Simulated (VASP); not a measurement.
# Tc (P6_3/mmc) in VASP: further runs

Runs on Tc. Level: PBE. Tasks: single point.

Program: VASP 6.6.1. These are calculated values, not measurements. Logs are shortened: lines on timing, memory, paths and dates and some standing lists are left out, and cuts for length are marked.

## 1. The crystal as given

Symmetry: P6_3/mmc, No. 194, hexagonal system. Conventional cell: a = 2.740 Å, b = 2.740 Å, c = 4.398 Å, α = 90.00°, β = 90.00°, γ = 120.00°. Tc (site symmetry -6m2) has 12 Tc at 2.71 to 2.74 Å as nearest neighbours.

## 2. Single point, PBE

Input file INCAR:

```
SYSTEM = Tc
PREC     = Accurate       ! precision mode
ENCUT    = 550            ! plane-wave cutoff, eV
EDIFF    = 1E-6           ! SCF threshold, eV
ISMEAR   = 0              ! smearing method
SIGMA    = 0.1            ! smearing width, eV
LREAL    = .False.        ! projectors in reciprocal space
LASPH    = .True.         ! aspherical terms in the spheres
NELM     = 100            ! most SCF steps
ALGO     = Normal         ! electronic algorithm
ISIF     = 2              ! what is computed and relaxed
LWAVE    = .False.        ! write WAVECAR
LCHARG   = .False.        ! write CHGCAR
GGA      = PE             ! functional
ADDGRID  = .False.
```

Input file KPOINTS:

```
regular mesh
0
Gamma
  5 5 3
  0 0 0
```

Input file POSCAR:

```
Tc
1.0
    2.7400000000      0.0000000000      0.0000000000
   -1.3700000000      2.3729096064      0.0000000000
    0.0000000000      0.0000000000      4.3980000000
Tc
2
Direct
    0.6666666667      0.3333333333      0.7500000000
    0.3333333333      0.6666666667      0.2500000000
```

Potentials or basis: VASP PAW PBE potentials, release 64 (Tc_pv).

Launch:

```bash
$ cat potpaw_PBE.64/Tc_pv/POTCAR > POTCAR
$ mpirun -np 1 vasp_std > vasp.out
```

OUTCAR:

```text
SYSTEM = Tc
   PREC = Accurate
   ENCUT = 550
   EDIFF = 1E-6
   ISMEAR = 0
   LREAL = .False.
   LASPH = .True.
   NELM = 100
   ISIF = 2
   GGA = PE

 Found     10 irreducible k-points:

 Following reciprocal coordinates:
            Coordinates               Weight
  0.000000  0.000000  0.000000      1.000000
  0.200000 -0.000000  0.000000      6.000000
  0.400000 -0.000000  0.000000      6.000000
  0.200000  0.200000  0.000000      6.000000
  0.400000  0.200000  0.000000      6.000000
  0.000000  0.000000  0.333333      2.000000
   k-points           NKPTS =     10   k-points in BZ     NKDIM =     10   number of bands    NBANDS=     17
   number of dos      NEDOS =    301   number of ions     NIONS =      2
   total plane-waves  NPLWV =  20736
   dimension x,y,z NGX =    24 NGY =   24 NGZ =   36
   dimension x,y,z NGXF=    48 NGYF=   48 NGZF=   72
   ions per type =               2
   NGX,Y,Z   is equivalent  to a cutoff of  14.56, 14.56, 13.61 a.u.
   NGXF,Y,Z  is equivalent  to a cutoff of  29.12, 29.12, 27.22 a.u.
 SYSTEM =  Tc
   PREC   = accura    normal or accurate (medium, high low for compatibility)
   ISTART =      0    job   : 0-new  1-cont  2-samecut
   ICHARG =      2    charge: 1-file 2-atom 10-const
   ISPIN  =      1    spin polarized calculation?
   LNONCOLLINEAR =      F non collinear calculations
   LSORBIT =      F    spin-orbit coupling
   LASPH  =      T    aspherical Exc in radial PAW
   ENCUT  =  550.0 eV  40.42 Ry    6.36 a.u.   5.24  5.24  8.41*2*pi/ulx,y,z
   NELM   =    100;   NELMIN=  2; NELMDL= -5     # of ELM steps
   EDIFF  = 0.1E-05   stopping-criterion for ELM
   LREAL  =      F    real-space projection
   EDIFFG = 0.1E-04   stopping-criterion for IOM
   NSW    =      0    number of steps for IOM
   IBRION =     -1    ionic relax: 0-MD 1-quasi-New 2-CG
   NFREE  =      0    steps in history (QN), initial steepest desc. (CG)
   ISIF   =      2    stress and relaxation
   ISYM   =      2    0-nonsym 1-usesym 2-fastsym
   POTIM  = 0.5000    time-step for ionic-motion
   TEBEG  =    0.0;   TEEND  =   0.0 temperature during run
   PSTRESS=    0.0 pullay stress
   NELECT =      26.0000    total number of electrons
   NUPDOWN=      -1.0000    fix difference up-down
   EMIN   =  10.00;   EMAX   =-10.00  energy-range for DOS
   EFERMI =   0.00;   METHOD = LEGACY
   ISMEAR =     0;   SIGMA  =   0.10  broadening in eV -4-tet -1-fermi 0-gaus
   EFERMI_NEDOS =   21; number of points for ismear=-14 and -15
   IALGO  =     38    algorithm
   IMIX   =      4    mixing-type and parameters
     AMIX     =   0.40;   BMIX     =  1.00
     AMIX_MAG =   1.60;   BMIX_MAG =  1.00
  volume/ion in A,a.u.               =      14.30        96.48
  Fermi-wavevector in a.u.,A,eV,Ry     =   1.586002  2.997108 34.224109  2.515401
  Thomas-Fermi vector in A             =   2.685380
   LORBIT       =      0    0 simple, 1 ext, 2 COOP (PROOUT), +10 PAW based schemes
   GGA     = PE    functional components
   LHFCALC =     F    Hartree Fock is set to
   AEXX    =    0.0000 exact exchange contribution
   IVDW    =     0    specifies the selected vdW correction
   LEPSILON=     F    determine dielectric tensor
   LRPA    =     F    only Hartree local field effects (RPA)
 non-spin polarized calculation
 Gauss-broadening in eV      SIGMA  =   0.10
  energy-cutoff  :      550.00
  volume of cell :       28.59
 maximum number of plane-waves:       848
 NGX is ok and might be reduce to    24
   NGX = 11   NGY = 11   NGZ = 17

 number of electron      26.0000001 magnetization

 Free energy of the ion-electron system (eV)
  ---------------------------------------------------
  ext. energy  EPLUGINS =         0.00000000
  ---------------------------------------------------
  free energy    TOTEN  =       -20.82866805 eV

  energy without entropy =      -20.82196109  energy(sigma->0) =      -20.82531457

 E-fermi :  12.5202     XC(G=0): -13.8031

 val. band max:       12.5066655874   @ k =   0.2000  -0.0000   0.0000
 cond. band min:      12.5466455980   @ k =   0.0000   0.0000   0.0000
 fundamental gap:      0.0399800107
 Fermi energy:        12.5201588185

 k-point     1 :       0.0000    0.0000    0.0000
  band No.  band energies     occupation
      1     -26.7835      2.00000
      2     -25.6879      2.00000
      3     -25.6879      2.00000
      4     -25.5024      2.00000
      5     -25.5024      2.00000
      6     -25.4526      2.00000
[... 9 lines left out ...]
     16      14.3350      0.00000
     17      15.1971      0.00000

 k-point     2 :       0.2000   -0.0000    0.0000
  band No.  band energies     occupation
      1     -26.6297      2.00000
      2     -26.0175      2.00000
      3     -25.8354      2.00000
      4     -25.7913      2.00000
      5     -25.5516      2.00000
      6     -25.5218      2.00000
[... 9 lines left out ...]
     16      12.9608      0.00000
     17      15.6240      0.00000

 k-point     3 :       0.4000   -0.0000    0.0000
  band No.  band energies     occupation
      1     -26.5448      2.00000
      2     -26.3326      2.00000
      3     -26.2970      2.00000
      4     -25.9457      2.00000
      5     -25.7160      2.00000
      6     -25.6402      2.00000
[... 9 lines left out ...]
     16      15.9360      0.00000
     17      15.9475      0.00000

 k-point     4 :       0.2000    0.2000    0.0000
  band No.  band energies     occupation
      1     -26.3778      2.00000
      2     -26.2992      2.00000
      3     -26.2759      2.00000
      4     -25.9224      2.00000
      5     -25.7392      2.00000
      6     -25.6617      2.00000
[... 9 lines left out ...]
     16      15.5982      0.00000
     17      15.8616      0.00000

 k-point     5 :       0.4000    0.2000    0.0000
  band No.  band energies     occupation
      1     -26.5345      2.00000
      2     -26.3207      2.00000
      3     -26.1454      2.00000
      4     -26.1183      2.00000
      5     -25.8700      2.00000
      6     -25.8512      2.00000
[... 9 lines left out ...]
     16      15.5283      0.00000
     17      19.1344      0.00000

 k-point     6 :       0.0000    0.0000    0.3333
  band No.  band energies     occupation
      1     -26.4668      2.00000
      2     -25.8023      2.00000
      3     -25.6419      2.00000
      4     -25.6419      2.00000
      5     -25.5491      2.00000
      6     -25.5491      2.00000
[... 9 lines left out ...]
     16      13.7223      0.00000
     17      15.0493      0.00000

 [... further k-points ...]
[... 5 lines left out ...]
  --------------------------------------------------------------------------------------
  -------------------------------------------------------------------------------------
  Total        0.3822081      0.3822081     -0.0869058      0.0000000      0.0000000      0.0000000
  in kB       21.4152673     21.4152673     -4.8693664      0.0000000      0.0000000      0.0000000
  external PRESSURE =      12.6537228 kB  Pullay stress =       0.0000000 kB

 VOLUME and BASIS-vectors are now :
 -----------------------------------------------------------------------------
  energy-cutoff  :      550.00
  volume of cell :       28.59
      direct lattice vectors                 reciprocal lattice vectors
     2.740000000  0.000000000  0.000000000     0.364963504  0.210711777  0.000000000
    -1.370000000  2.372909606  0.000000000     0.000000000  0.421423554  0.000000000
     0.000000000  0.000000000  4.398000000     0.000000000  0.000000000  0.227376080

 POSITION                                       TOTAL-FORCE (eV/Angst)
 -----------------------------------------------------------------------------------
      1.37000      0.79097      3.29850        -0.000000      0.000000      0.000000
     -0.00000      1.58194      1.09950         0.000000     -0.000000      0.000000
 -----------------------------------------------------------------------------------
    total drift:                               -0.000000      0.000000     -0.000000

  FREE ENERGIE OF THE ION-ELECTRON SYSTEM (eV)
  ---------------------------------------------------
  free  energy   TOTEN  =       -20.8286680494 eV

  energy  without entropy=      -20.8219610914  energy(sigma->0) =      -20.82531457
```

It took 13 s on 1 thread of AMD EPYC 7R43 (Zen 3), shared host; peak memory 0.11 GiB.

These settings aren't checked as converged: the numbers below hold their error.

Results:

| Quantity | Value |
| --- | --- |
| Free energy | -20.8287 eV |
| Pressure | 1.3 GPa |
| Band gap on the k mesh | none (metal or under the smearing width) |

Caveat: the k mesh is coarse (spacing up to 0.53 Å⁻¹), so the values aren't converged.

## 3. Single point, PBE

Edit INCAR of step 2 so:

```diff
@@ -2,3 +2,3 @@
 PREC     = Accurate       ! precision mode
-ENCUT    = 550            ! plane-wave cutoff, eV
+ENCUT    = 350            ! plane-wave cutoff, eV
 EDIFF    = 1E-6           ! SCF threshold, eV
```

Input file KPOINTS:

```
regular mesh
0
Gamma
  7 7 4
  0 0 0
```

POSCAR is that of step 2.

Potentials or basis: VASP PAW PBE potentials, release 64 (Tc_pv).

Launch:

```bash
$ cat potpaw_PBE.64/Tc_pv/POTCAR > POTCAR
$ mpirun -np 1 vasp_std > vasp.out
```

OUTCAR:

```text
SYSTEM = Tc
   PREC = Accurate
   ENCUT = 350
   EDIFF = 1E-6
   ISMEAR = 0
   LREAL = .False.
   LASPH = .True.
   NELM = 100
   ISIF = 2
   GGA = PE

 Found     24 irreducible k-points:

 Following reciprocal coordinates:
            Coordinates               Weight
  0.000000  0.000000  0.000000      1.000000
  0.142857  0.000000  0.000000      6.000000
  0.285714 -0.000000  0.000000      6.000000
  0.428571  0.000000  0.000000      6.000000
  0.142857  0.142857  0.000000      6.000000
  0.285714  0.142857  0.000000     12.000000
   k-points           NKPTS =     24   k-points in BZ     NKDIM =     24   number of bands    NBANDS=     17
   number of dos      NEDOS =    301   number of ions     NIONS =      2
   total plane-waves  NPLWV =   9072
   dimension x,y,z NGX =    18 NGY =   18 NGZ =   28
   dimension x,y,z NGXF=    36 NGYF=   36 NGZF=   56
   ions per type =               2
   NGX,Y,Z   is equivalent  to a cutoff of  10.92, 10.92, 10.58 a.u.
   NGXF,Y,Z  is equivalent  to a cutoff of  21.84, 21.84, 21.17 a.u.
 SYSTEM =  Tc
   PREC   = accura    normal or accurate (medium, high low for compatibility)
   ISTART =      0    job   : 0-new  1-cont  2-samecut
   ICHARG =      2    charge: 1-file 2-atom 10-const
   ISPIN  =      1    spin polarized calculation?
   LNONCOLLINEAR =      F non collinear calculations
   LSORBIT =      F    spin-orbit coupling
   LASPH  =      T    aspherical Exc in radial PAW
   ENCUT  =  350.0 eV  25.72 Ry    5.07 a.u.   4.18  4.18  6.71*2*pi/ulx,y,z
   NELM   =    100;   NELMIN=  2; NELMDL= -5     # of ELM steps
[... 49 lines left out ...]

 E-fermi :  12.5936     XC(G=0): -13.8029

 val. band max:       12.5759078172   @ k =   0.2857   0.1429   0.5000
 cond. band min:      12.6205363755   @ k =   0.4286   0.1429   0.2500
 fundamental gap:      0.0446285583
 Fermi energy:        12.5935558180

 k-point     1 :       0.0000    0.0000    0.0000
  band No.  band energies     occupation
      1     -26.7810      2.00000
      2     -25.6582      2.00000
      3     -25.6582      2.00000
      4     -25.4713      2.00000
      5     -25.4713      2.00000
      6     -25.4466      2.00000
[... 97 lines left out ...]
      4     -25.9427      2.00000
      5     -25.6993      2.00000
      6     -25.6940      2.00000
[... 9 lines left out ...]
     16      15.6808      0.00000
     17      16.3996      0.00000

 [... further k-points ...]
[... 5 lines left out ...]
  --------------------------------------------------------------------------------------
  -------------------------------------------------------------------------------------
  Total        0.1477338      0.1477338      0.5292983      0.0000000      0.0000000      0.0000000
  in kB        8.2775801      8.2775801     29.6567873      0.0000000      0.0000000      0.0000000
  external PRESSURE =      15.4039825 kB  Pullay stress =       0.0000000 kB

 VOLUME and BASIS-vectors are now :
 -----------------------------------------------------------------------------
  energy-cutoff  :      350.00
  volume of cell :       28.59
      direct lattice vectors                 reciprocal lattice vectors
     2.740000000  0.000000000  0.000000000     0.364963504  0.210711777  0.000000000
    -1.370000000  2.372909606  0.000000000     0.000000000  0.421423554  0.000000000
     0.000000000  0.000000000  4.398000000     0.000000000  0.000000000  0.227376080

 POSITION                                       TOTAL-FORCE (eV/Angst)
 -----------------------------------------------------------------------------------
      1.37000      0.79097      3.29850        -0.000000      0.000000      0.000000
     -0.00000      1.58194      1.09950         0.000000     -0.000000      0.000000
 -----------------------------------------------------------------------------------
    total drift:                               -0.000000      0.000000     -0.000000

  FREE ENERGIE OF THE ION-ELECTRON SYSTEM (eV)
  ---------------------------------------------------
  free  energy   TOTEN  =       -20.7109768280 eV

  energy  without entropy=      -20.6929448041  energy(sigma->0) =      -20.70196082
```

stdout:

```text
POSCAR found type information on POSCAR Tc
 POSCAR found :  1 types and       2 ions
 scaLAPACK will be used
 LDA part: xc-table for (Slater+PW92), standard interpolation
 POSCAR, INCAR and KPOINTS ok, starting setup
 FFT: planning ... GRIDC
 FFT: planning ... GRID_SOFT
 FFT: planning ... GRID
 WAVECAR not read
 entering main loop
```

Run time: 10 s. Hardware: 1 thread of AMD EPYC 7R43 (Zen 3), shared host; peak memory 0.09 GiB.

The run converged, but some of its settings lie outside the range that counts as converged, so its numbers aren't taken as properties of the crystal.

Results:

```
Free energy            : -20.7110 eV
Pressure               : 1.5 GPa
Band gap on the k mesh : none (metal or under the smearing width)
```

Caveat: the k mesh is coarse (spacing up to 0.38 Å⁻¹), so the values aren't converged.

## 4. Single point, PBE

Edit INCAR of step 3 so:

```diff
@@ -2,3 +2,3 @@
 PREC     = Accurate       ! precision mode
-ENCUT    = 350            ! plane-wave cutoff, eV
+ENCUT    = 700            ! plane-wave cutoff, eV
 EDIFF    = 1E-6           ! SCF threshold, eV
```

Input file KPOINTS:

```
regular mesh
0
Gamma
  5 5 3
  0 0 0
```

POSCAR is that of step 3.

Launch:

```bash
$ cat potpaw_PBE.64/Tc_pv/POTCAR > POTCAR
$ mpirun -np 1 vasp_std > vasp.out
```

It took 11 s on 1 thread of AMD EPYC 7R43 (Zen 3), shared host; peak memory 0.12 GiB.

These settings aren't checked as converged: the numbers below hold their error.

Results:

* Free energy: -20.8286 eV
* Pressure: 1.2 GPa
* Band gap on the k mesh: none (metal or under the smearing width)

Caveat: the k mesh is coarse (spacing up to 0.53 Å⁻¹), so the values aren't converged.

## 5. Single point, PBE

Edit INCAR of step 4 so:

```diff
@@ -2,3 +2,3 @@
 PREC     = Accurate       ! precision mode
-ENCUT    = 700            ! plane-wave cutoff, eV
+ENCUT    = 400            ! plane-wave cutoff, eV
 EDIFF    = 1E-6           ! SCF threshold, eV
```

Input file KPOINTS:

```
regular mesh
0
Gamma
  7 7 4
  0 0 0
```

POSCAR is that of step 4.

Launch:

```bash
$ cat potpaw_PBE.64/Tc_pv/POTCAR > POTCAR
$ mpirun -np 1 vasp_std > vasp.out
```

Run time: 14 s. Hardware: 1 thread of AMD EPYC 7R43 (Zen 3), shared host; peak memory 0.09 GiB.

These settings aren't checked as converged: the numbers below hold their error.

Results:

* Free energy: -20.7061 eV
* Pressure: 1.2 GPa
* Band gap on the k mesh: none (metal or under the smearing width)

Caveat: the k mesh is coarse (spacing up to 0.38 Å⁻¹), so the values aren't converged.

[end of part 1 of 2]
